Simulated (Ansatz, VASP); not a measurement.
**Fe2Pt: VASP beside Ansatz**

The input INCAR:

```
SYSTEM = Fe2Pt
PREC = Accurate ; ENCUT = 520
EDIFF = 1E-6 ; ISMEAR = 0
SIGMA = 0.1 ; LREAL = .False.
LASPH = .True. ; NELM = 150
ALGO = Normal ; ISIF = 2
LWAVE = .False. ; LCHARG = .True.
ISPIN = 2 ; MAGMOM = 4 4 0
LORBIT = 11 ; LMAXMIX = 4
GGA = PE ; LELF = .True.
LVHAR = .True. ; NBANDS = 24
```

KPOINTS

```
regular mesh
0
Gamma
  6 6 6
  0 0 0
```

File POSCAR:

```
Fe2Pt
1.0
    4.1810489600      0.0000000000      0.0000000000
   -2.0905244800      3.6208946200      0.0000000000
    0.0000000000      0.0000000000      2.5603591400
Fe Pt
2 1
Direct
    0.3333333300      0.6666666700      0.3333333300
    0.6666666700      0.3333333300      0.6666666700
    0.0000000000      0.0000000000      0.0000000000
```

Input for Ansatz:

```yaml
crystal:
  lattice:
    - [4.18104896, 0.0, 0.0]
    - [-2.09052448, 3.62089462, 0.0]
    - [0.0, 0.0, 2.56035914]
  atoms:
    - { symbol: Fe, position: [0.33333333, 0.66666667, 0.33333333], spin: 4.0 }
    - { symbol: Fe, position: [0.66666667, 0.33333333, 0.66666667], spin: 4.0 }
    - { symbol: Pt, position: [0.0, 0.0, 0.0] }
basis:
  ecutwfc: 420
kpoints:
  mp_grid: { grid: [6, 6, 6] }
hamiltonian:
  xc: pbe
scf:
  occupations: { method: gaussian, width: 0.1 }
  lower_state_search: "off"
output:
  forces: true
  stress: true
  eigenvalues: true
  populations: true
magnetization:
  spin_polarized: true
```

Alike in both runs: task single point; functional PBE; k mesh 6 × 6 × 6; occupations gaussian, width 0.1 eV; collinear spin.

|  | VASP | Ansatz |
| --- | --- | --- |
| version | VASP 6.6.1 | Ansatz 0.2.0 |
| potentials or method | VASP PAW PBE potentials, release 64 (Fe, Pt) | scalar-relativistic, plane waves, PAW |
| plane-wave cutoff (eV) | 520 | 420 |
| valence electrons in the cell | 26 | 50 |

|  | VASP | Ansatz | Ansatz less VASP |
| --- | --- | --- | --- |
| gap on the k mesh at the Fermi level (eV) | none | none | - |
| pressure (GPa) | 10.4 | 10.7 | +0.38 |
| largest component of the traceless stress (GPa) | 6.39 | 6.49 | +0.104 |
| rms of the force components (eV/Å) | 0.320 | 0.322 | +0.0013 |
| net moment per atom (μB) | 2.01 | 2.01 | -0.001 |
| size of the moment on the site where the two differ most (μB) | 0.43 | 0.49 | +0.062 |

Site moments also hang on the region over which each program counts them. Atom by atom the forces differ by 0.001 eV/Å (rms over components). A gap of «none» marks a metal or a gap that the smearing closes. The two sets of potentials don't hold the same shells in valence.

Caveats: the k mesh is coarse (spacing up to 0.41 Å⁻¹), so the values aren't converged. Spin-orbit coupling is left out, which matters for the levels of Pt.
